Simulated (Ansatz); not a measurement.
## TiO$_{2}$: zone-centre modes

Computed with Ansatz, DFT PBE, scalar-relativistic, plane waves, PAW. Cutoff 420 eV, 10×10×10 k-points (Γ-centred), fixed occupations. No spin polarisation. Phonons by linear response, acoustic sum rule imposed.

The cell, relaxed at this level:
```xyz
6
Lattice="-1.8994 1.8994 4.8502 1.8994 -1.8994 4.8502 1.8994 1.8994 -4.8502" Properties=species:S:1:pos:R:3 pbc="T T T"
Ti    0.0000    0.0000    0.0000
Ti    0.0000    1.8994    2.4251
O     0.0000    0.0000    2.0027
O     0.0000    1.8994    4.4278
O     0.0000    1.8994    0.4224
O     0.0000    0.0000    7.6977
```

It was relaxed at this level from a cell as deposited in COD. The run warned that its linear response isn't converged on this k mesh, so dielectric tensors, Born charges and infrared intensities are rough, and the frequencies may be too.

**Question.** Give the high-frequency dielectric tensor ε∞.

**Answer.**
```
6.84 0.00 0.00
0.00 6.84 0.00
0.00 0.00 6.30
```

**Question.** Give the Born effective charges.

**Answer.**
```
       atom   Z*xx   Z*yy   Z*zz   mean
Ti (atom 1)   6.55   6.55   5.75   6.29
 O (atom 3)  -1.11  -5.45  -2.88  -3.14
```

**Question.** How large is the static dielectric tensor with the ions free to move, and what share of it is ionic?

**Answer.**
```
78.8  0.0  0.0
 0.0 78.8  0.0
 0.0  0.0 33.0
```
The ions give 90 % of its trace.
